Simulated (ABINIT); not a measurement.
**Converging GW for ZnSe (Stilleite) in ABINIT**

Wanted: a converged G0W0 gap of ZnSe (Stilleite), or an estimate of the limit.

Method: PBE and many-body steps on it, plane waves, in ABINIT 10.8.3.

### Step 1. Set-up

Symmetry: F-43m, No. 216, cubic system. Conventional cell: a = 5.668 Å, b = 5.668 Å, c = 5.668 Å, α = 90.00°, β = 90.00°, γ = 90.00°. Zn has 4 Se at 2.45 Å nearest. Nearest to Se lie 4 Zn at 2.45 Å. Farther neighbours and most contacts between anions are not listed.

The cell and positions come from the Crystallography Open Database and are kept as given unless a step says otherwise.

### Step 2. Empty states on the mesh, 4×4×4 mesh, 856 bands

This step: ABINIT 10.8.3; DFT, PBE, plane waves, norm-conserving pseudopotentials.

The sums over transitions need many empty states on a uniform mesh; this step solves for them.

run.abi

```
acell 3*1.0 Angstrom
rprim 
  -0.000000000000 2.833800000000 2.833800000000
  2.833800000000 -0.000000000000 2.833800000000
  2.833800000000 2.833800000000 0.000000000000
ntypat 2
znucl 30 34
natom 2
typat 1 2
xred 
  0.000000000000 0.000000000000 0.000000000000
  0.250000000000 0.250000000000 0.250000000000
pp_dirpath "pseudos"
pseudos "Zn.upf, Se.upf"
ecut 48
ngkpt 4 4 4
nshiftk 1
shiftk 0 0 0
kptopt 1
chksymbreak 0
irdden 1
istwfk *1
nband 856
prtvol 0
optdriver 6
gwr_task "HDIAGO"
paral_kgb 0
occopt 1
indata_prefix "in"
outdata_prefix "out"
tmpdata_prefix "tmp"
```

Run with:

```console
$ OMP_NUM_THREADS=1 mpirun -n 8 abinit run.abi > log
```

Output:

```text
.Version 10.8.3 of ABINIT. v10.8.2 released Aug 2026.

 Symmetries : space group F-4 3 m (#216); Bravais cF (face-center cubic)
[... echo of the input left out ...]
== DATASET  1 ==================================================================
-   mpi_nproc: 8, omp_nthreads: 1 (-1 if OMP is not activated)

--- !DatasetInfo
iteration_state: {dtset: 1, }
dimensions: {natom: 2, nkpt: 8, mband: 856, nsppol: 1, nspinor: 1, nspden: 1, mpw: 4910, }
cutoff_energies: {ecut:  48.0, pawecutdg:  -1.0, }
[...]
Direct band gap semiconductor
 Fundamental gap:     1.289 (eV)
   VBM:     4.164 (eV) at k: [ 0.0000E+00,  0.0000E+00,  0.0000E+00]
   CBM:     5.453 (eV) at k: [ 0.0000E+00,  0.0000E+00,  0.0000E+00]
 Direct gap:         1.289 (eV) at k: [ 0.0000E+00,  0.0000E+00,  0.0000E+00]

== END DATASET(S) ==============================================================
================================================================================

 -outvars: echo values of variables after computation  --------
           etotal      0.0000000000E+00
            nband         856
             nkpt           8
          spgroup         216
 [... the other variables as echoed above ...]

 Calculation completed.
```

The job ended after 79 s (8 MPI ranks of Arm Neoverse V2, shared host; peak memory 11 GiB).

Numbers from this step:

| Quantity | Value |
| --- | --- |
| gap | 1.289 eV |
| k of the valence top | 0, 0, 0 |
| k of the conduction bottom | 0, 0, 0 |
| least direct gap | 1.289 eV |
| k points computed | 8 |
| lowest point of the top converged band, above the valence top | 384.6607 eV |

On this mesh the gap is 1.289 eV.

The density comes from a self-consistent run that is not shown.

### Step 3. Screening, 4×4×4 mesh, 125 bands, screening to 125.2 eV

The RPA dielectric matrix is built and inverted for each q.

This step: RPA screening on PBE, plane waves, norm-conserving pseudopotentials.

Changes to run.abi since step 2:

```diff
@@ -20,10 +20,11 @@
 chksymbreak 0
-irdden 1
 istwfk *1
-nband 856
-prtvol 0
-optdriver 6
-gwr_task "HDIAGO"
-paral_kgb 0
 occopt 1
+irdwfk 1
+optdriver 3
+nband 125
+ecuteps 4.6
+inclvkb 2
+awtr 1
+symchi 1
 indata_prefix "in"
```

Output:

```text
.Version 10.8.3 of ABINIT. v10.8.2 released Aug 2026.

 Symmetries : space group F-4 3 m (#216); Bravais cF (face-center cubic)
[... echo of the input left out ...]
== DATASET  1 ==================================================================
-   mpi_nproc: 8, omp_nthreads: 1 (-1 if OMP is not activated)

--- !DatasetInfo
iteration_state: {dtset: 1, }
dimensions: {natom: 2, nkpt: 8, mband: 125, nsppol: 1, nspinor: 1, nspden: 1, mpw: 4910, }
cutoff_energies: {ecut:  48.0, pawecutdg:  -1.0, }
electrons: {nelect:   4.40000000E+01, charge:   0.00000000E+00, occopt:   1.00000000E+00, tsmear:   1.00000000E-02, }

 SCREENING: Calculation of the susceptibility and dielectric matrices

 Based on a program developped by R.W. Godby, V. Olevano, G. Onida, and L. Reining.
 Incorporated in ABINIT by V. Olevano, G.-M. Rignanese, and M. Torrent.
.Using double precision arithmetic ; gwpc =  8

[... cell and pseudopotentials left out ...]
--------------------------------------------------------------------------------

 ==== K-mesh for the wavefunctions ====
 Number of points in the irreducible wedge :     8
[... list of points left out ...]
 Together with 24 symmetry operations and time-reversal symmetry
 yields    64 points in the full Brillouin Zone.

 ==== Q-mesh for the screening function ====
 Number of points in the irreducible wedge :     8
[... list of points left out ...]
 Together with 24 symmetry operations and time-reversal symmetry
 yields    64 points in the full Brillouin Zone.

 setmesh: FFT mesh size selected  =    32x   32x   32
          total number of points  =        32768

 vcoul_init : cutoff-mode = AUXILIARY_FUNCTION
 q-points for optical limit:   1
     1)      0.000010    0.000020    0.000030

- screening: taking advantage of time-reversal symmetry
- Maximum band index for partially occupied states nbvw = 22
- Remaining bands to be divided among processors   nbcw = 103
- Number of bands treated by each node ~12

 Number of electrons calculated from density =   44.0000; Expected =   44.0000
 average of density, n =  0.143258
 r_s =    1.1856
 omega_plasma =   36.5103 [eV]

 calculating chi0 at frequencies [eV] :
  1    0.000000E+00    0.000000E+00
  2    0.000000E+00    3.651025E+01

--------------------------------------------------------------------------------
  q-point number  1        q = ( 0.000000, 0.000000, 0.000000) [r.l.u.]
--------------------------------------------------------------------------------
[... chi0 elements left out ...]
 For q-point:  0.000010 0.000020 0.000030
  dielectric constant =  13.5288
  dielectric constant without local fields =  14.4733

  Average fulfillment of the sum rule on Im[epsilon] for q-point    1 :     38.41  [%]
[... wings left out ...]
  q-point number  2        q = ( 0.250000, 0.000000, 0.000000) [r.l.u.]
--------------------------------------------------------------------------------
[... chi0 elements left out ...]
  Average fulfillment of the sum rule on Im[epsilon] for q-point    2 :     44.92  [%]

 [... 6 further q-points ...]
```

Wall time 22 s (8 MPI ranks); peak memory 2 GiB; 3 min of CPU time.

This step gave:

| Item | Value |
| --- | --- |
| ε∞ with local fields, on this mesh, along the program's q direction | 13.53 |
| the same without local fields | 14.47 |
| plasma frequency | 36.51 eV |
| plane waves in the screening matrix | 137 |

Local fields lower ε∞ by 7 %. On a Γ-centred mesh this coarse the value itself is usually too large, while a short band sum pulls it down.

### Step 4. 125 bands, 125.2 eV

The self-energy is evaluated for the states that the input lists, and the levels follow from it, in one-shot runs by the linearised quasiparticle equation.

This step: G0W0 on PBE, plane waves, norm-conserving pseudopotentials.

Changes to run.abi since step 3:

```diff
@@ -23,8 +23,19 @@
 irdwfk 1
-optdriver 3
+optdriver 4
 nband 125
+gwcalctyp 0
+ecutsigx 48
+symsigma 1
+nkptgw 3
+kptgw 
+  0.0000000000 0.0000000000 0.0000000000
+  0.5000000000 0.0000000000 0.0000000000
+  0.5000000000 0.5000000000 0.0000000000
+bdgw 
+  20 26
+  21 25
+  21 24
 ecuteps 4.6
-inclvkb 2
-awtr 1
-symchi 1
+irdscr 1
+ppmodel 1
 indata_prefix "in"
```

Output:

```text
.Version 10.8.3 of ABINIT. v10.8.2 released Aug 2026.

 Symmetries : space group F-4 3 m (#216); Bravais cF (face-center cubic)
[... echo of the input left out ...]
== DATASET  1 ==================================================================
-   mpi_nproc: 8, omp_nthreads: 1 (-1 if OMP is not activated)

--- !DatasetInfo
iteration_state: {dtset: 1, }
dimensions: {natom: 2, nkpt: 8, mband: 125, nsppol: 1, nspinor: 1, nspden: 1, mpw: 4910, }
cutoff_energies: {ecut:  48.0, pawecutdg:  -1.0, }
electrons: {nelect:   4.40000000E+01, charge:   0.00000000E+00, occopt:   1.00000000E+00, tsmear:   1.00000000E-02, }

 SIGMA: Calculation of the GW corrections

 Based on a program developped by R.W. Godby, V. Olevano, G. Onida, and L. Reining.
 Incorporated in ABINIT by V. Olevano, G.-M. Rignanese, and M. Torrent.
.Using double precision arithmetic ; gwpc =  8

[... cell and pseudopotentials left out ...]
--------------------------------------------------------------------------------

 ==== K-mesh for the wavefunctions ====
 Number of points in the irreducible wedge :     8
[... list of points left out ...]
 Together with 24 symmetry operations and time-reversal symmetry
 yields    64 points in the full Brillouin Zone.

 ==== Q-mesh for screening function ====
 Number of points in the irreducible wedge :     8
[... list of points left out ...]
 Together with 24 symmetry operations and time-reversal symmetry
 yields    64 points in the full Brillouin Zone.

 vcoul_init : cutoff-mode = AUXILIARY_FUNCTION
 q-points for optical limit:   1
     1)      0.000010    0.000020    0.000030
 setmesh: FFT mesh size selected  =    48x   48x   48
          total number of points  =       110592

 Number of electrons calculated from density =   44.0000; Expected =   44.0000
 average of density, n =  0.143258
 r_s =    1.1856
 omega_plasma =   36.5103 [eV]

 === KS Band Gaps ===
  >>>> For spin  1
   Minimum direct gap =   1.2885 [eV], located at k-point      :   0.0000  0.0000  0.0000
   Fundamental gap    =   1.2885 [eV], Top of valence bands at :   0.0000  0.0000  0.0000
                                       Bottom of conduction at :   0.0000  0.0000  0.0000
 SIGMA fundamental parameters:
 PLASMON POLE MODEL  1
 number of plane-waves for SigmaX                 4909
 number of plane-waves for SigmaC and W            137
 number of plane-waves for wavefunctions          4909
 number of bands                                   125
 number of independent spin polarizations            1
 number of spinorial components                      1
 number of k-points in IBZ                           8
 number of q-points in IBZ                           8
 number of symmetry operations                      24
 number of k-points in BZ                           64
 number of q-points in BZ                           64
 number of frequencies for dSigma/dE                 9
 frequency step for dSigma/dE [eV]                0.25
 number of omega for Sigma on real axis              0
 max omega for Sigma on real axis  [eV]           0.00
 zcut for avoiding poles [eV]                     0.10

 EPSILON^-1 parameters (SCR file):
 dimension of the eps^-1 matrix on file            137
 dimension of the eps^-1 matrix used               137
 number of plane-waves for wavefunctions          4909
 number of bands                                   125
 number of q-points in IBZ                           8
 number of frequencies                               2
 number of real frequencies                          1
 number of imag frequencies                          1

 matrix elements of self-energy operator (all in [eV])

 Perturbative Calculation

--- !SelfEnergy_ee
iteration_state: {dtset: 1, }
kpoint     : [   0.000,    0.000,    0.000, ]
spin       : 1
KS_gap     :    1.289
QP_gap     :    2.003
Delta_QP_KS:    0.715
data: !SigmaeeData |
     Band     E0 <VxcDFT>   SigX SigC(E0)      Z dSigC/dE  Sig(E)    E-E0       E
       20   4.164 -17.093 -19.827   2.035   0.801  -0.248 -17.653  -0.560   3.604
       21   4.164 -17.093 -19.827   2.035   0.801  -0.248 -17.653  -0.560   3.604
       22   4.164 -17.093 -19.827   2.035   0.801  -0.248 -17.653  -0.560   3.604
       23   5.453 -12.787  -8.817  -3.781   0.818  -0.223 -12.633   0.155   5.608
       24   9.979 -11.028  -6.246  -4.384   0.815  -0.227 -10.704   0.325  10.303
       25   9.979 -11.028  -6.246  -4.384   0.815  -0.227 -10.704   0.325  10.303
[...]
--- !SelfEnergy_ee
iteration_state: {dtset: 1, }
kpoint     : [   0.500,    0.000,    0.000, ]
spin       : 1
KS_gap     :    3.413
QP_gap     :    4.296
Delta_QP_KS:    0.884
data: !SigmaeeData |
     Band     E0 <VxcDFT>   SigX SigC(E0)      Z dSigC/dE  Sig(E)    E-E0       E
[...]
--- !SelfEnergy_ee
iteration_state: {dtset: 1, }
kpoint     : [   0.500,    0.500,    0.000, ]
spin       : 1
KS_gap     :    5.173
QP_gap     :    5.976
Delta_QP_KS:    0.803
data: !SigmaeeData |
     Band     E0 <VxcDFT>   SigX SigC(E0)      Z dSigC/dE  Sig(E)    E-E0       E
[...]
22   1.982 -13.926 -17.230   2.270   0.794  -0.259 -14.748  -0.822   1.161
       23   7.155  -9.890  -6.165  -3.747   0.826  -0.211  -9.908  -0.019   7.137
       24   7.631 -12.048  -7.894  -3.877   0.818  -0.223 -11.821   0.227   7.858

== END DATASET(S) ==============================================================
================================================================================

 -outvars: echo values of variables after computation  --------
           etotal      0.0000000000E+00
            nband         125
             nkpt           8
          spgroup         216
 [... the other variables as echoed above ...]

 Calculation completed.
```

The job ended after 6 s (8 MPI ranks; peak memory 1.6 GiB).

This step gave:

```yaml
g0w0_gap_on_the_points_computed: 2.004 eV
starting_gap_on_the_mesh: 1.289 eV
k_of_the_valence_top: 0, 0, 0
k_of_the_conduction_bottom: 0, 0, 0
z_at_the_valence_top: 0.801
z_at_the_conduction_bottom: 0.818
least_direct_g0w0_gap_on_the_computed_points: 2.004 eV
```

The gap on the mesh goes from 1.29 eV to 2.00 eV, a correction of +0.72 eV.

### Step 5. Screening, 4×4×4 mesh, 185 bands, screening to 170.3 eV

This step: RPA screening on PBE, plane waves, norm-conserving pseudopotentials.

Changes to run.abi since step 4:

```diff
@@ -23,19 +23,8 @@
 irdwfk 1
-optdriver 4
-nband 125
-gwcalctyp 0
-ecutsigx 48
-symsigma 1
-nkptgw 3
-kptgw 
-  0.0000000000 0.0000000000 0.0000000000
-  0.5000000000 0.0000000000 0.0000000000
-  0.5000000000 0.5000000000 0.0000000000
-bdgw 
-  20 26
-  21 25
-  21 24
-ecuteps 4.6
-irdscr 1
-ppmodel 1
+optdriver 3
+nband 185
+ecuteps 6.26
+inclvkb 2
+awtr 1
+symchi 1
 indata_prefix "in"
```

Output:

```text
.Version 10.8.3 of ABINIT. v10.8.2 released Aug 2026.

 Symmetries : space group F-4 3 m (#216); Bravais cF (face-center cubic)
[... echo of the input left out ...]
== DATASET  1 ==================================================================
-   mpi_nproc: 8, omp_nthreads: 1 (-1 if OMP is not activated)

--- !DatasetInfo
iteration_state: {dtset: 1, }
dimensions: {natom: 2, nkpt: 8, mband: 185, nsppol: 1, nspinor: 1, nspden: 1, mpw: 4910, }
cutoff_energies: {ecut:  48.0, pawecutdg:  -1.0, }
electrons: {nelect:   4.40000000E+01, charge:   0.00000000E+00, occopt:   1.00000000E+00, tsmear:   1.00000000E-02, }

 SCREENING: Calculation of the susceptibility and dielectric matrices

 Based on a program developped by R.W. Godby, V. Olevano, G. Onida, and L. Reining.
 Incorporated in ABINIT by V. Olevano, G.-M. Rignanese, and M. Torrent.
.Using double precision arithmetic ; gwpc =  8

[... cell and pseudopotentials left out ...]
--------------------------------------------------------------------------------

 ==== K-mesh for the wavefunctions ====
 Number of points in the irreducible wedge :     8
[... list of points left out ...]
 Together with 24 symmetry operations and time-reversal symmetry
 yields    64 points in the full Brillouin Zone.

 ==== Q-mesh for the screening function ====
 Number of points in the irreducible wedge :     8
[... list of points left out ...]
 Together with 24 symmetry operations and time-reversal symmetry
 yields    64 points in the full Brillouin Zone.

 setmesh: FFT mesh size selected  =    32x   32x   32
          total number of points  =        32768

 vcoul_init : cutoff-mode = AUXILIARY_FUNCTION
 q-points for optical limit:   1
     1)      0.000010    0.000020    0.000030

- screening: taking advantage of time-reversal symmetry
- Maximum band index for partially occupied states nbvw = 22
- Remaining bands to be divided among processors   nbcw = 163
- Number of bands treated by each node ~20

 Number of electrons calculated from density =   44.0000; Expected =   44.0000
 average of density, n =  0.143258
 r_s =    1.1856
 omega_plasma =   36.5103 [eV]

 calculating chi0 at frequencies [eV] :
  1    0.000000E+00    0.000000E+00
  2    0.000000E+00    3.651025E+01

--------------------------------------------------------------------------------
  q-point number  1        q = ( 0.000000, 0.000000, 0.000000) [r.l.u.]
--------------------------------------------------------------------------------
[... chi0 elements left out ...]
 For q-point:  0.000010 0.000020 0.000030
  dielectric constant =  13.5428
  dielectric constant without local fields =  14.4833

  Average fulfillment of the sum rule on Im[epsilon] for q-point    1 :     49.75  [%]
[... wings left out ...]
  q-point number  2        q = ( 0.250000, 0.000000, 0.000000) [r.l.u.]
--------------------------------------------------------------------------------
[... chi0 elements left out ...]
  Average fulfillment of the sum rule on Im[epsilon] for q-point    2 :     57.35  [%]

 [... 6 further q-points ...]
```

Wall time 45 s (8 MPI ranks); peak memory 2.3 GiB; 6 min of CPU time.

Numbers from this step:

- ε∞ with local fields, on this mesh, along the program's q direction: 13.54
- the same without local fields: 14.48
- plasma frequency: 36.51 eV
- plane waves in the screening matrix: 259

(Part 1 of 2 ends here.)

[Paths, hosts, dates, memory and timing lines, banners, echoed tables and standing remarks are left out of the program output.]

[Logs are printed without paths, hosts, clocks, repeated set-up lines and the standing remarks that a program may print on its own settings, such as how far it seeks lower states.]

[Runs of the session that timed out or met a known fault of the program may be left out.]

[Hosts, paths, dates, database ids (printed as entryN), source tags and the programs' standing remarks are cut or masked in the printed files.]

[G0W0 gaps are taken among the corrected bands and points alone; a level outside them can change the order at an edge.]

[Where Ansatz stands beside ABINIT at settings called matched, ABINIT's density can come from a denser mesh and the files from another edition; pairs whose starting gaps differed by over 0.03 eV were left out, so agreement reads better than it is.]
